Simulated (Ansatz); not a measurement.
## SnTe: equation of state with LDA

The system is SnTe.

```
Te Sn
1.0
     0.00000    3.15085    3.15085
     3.15085    0.00000    3.15085
     3.15085    3.15085    0.00000
Te Sn
1 1
Direct
  0.50000 0.50000 0.50000
  0.00000 0.00000 0.00000
```

```json
{
  "Program": "Ansatz 0.2.0",
  "Task": "equation of state",
  "Functional": "LDA",
  "Potentials or basis": "Ansatz PAW",
  "Cutoff": "420 eV",
  "Density cutoff": "1680 eV",
  "k mesh": "7 × 7 × 7",
  "Occupations": "fermi-dirac, width 0.05 eV",
  "Spin": "no spin polarisation"
}
```

| Property | Result |
| --- | --- |
| Equilibrium volume | 30.25 Å³/atom |
| Bulk modulus | 50 GPa |
| Pressure derivative of the bulk modulus | 4.4 |

Energy against volume, from the lowest point:
| volume (Å³/atom) | energy (meV/atom) |
| --- | --- |
| 29.404 | 3.61 |
| 30.030 | 0.00 |
| 30.656 | 0.60 |
| 31.281 | 4.98 |
| 31.907 | 12.71 |
| 32.532 | 23.46 |
| 33.158 | 36.91 |

All runs of the series together: 7.8 s on 2 threads of Intel(R) Xeon(R) Platinum 8259CL CPU @ 2.50GHz (Skylake/Cascade Lake), on a shared host.

 Zero-point motion and thermal expansion aren't in these numbers.
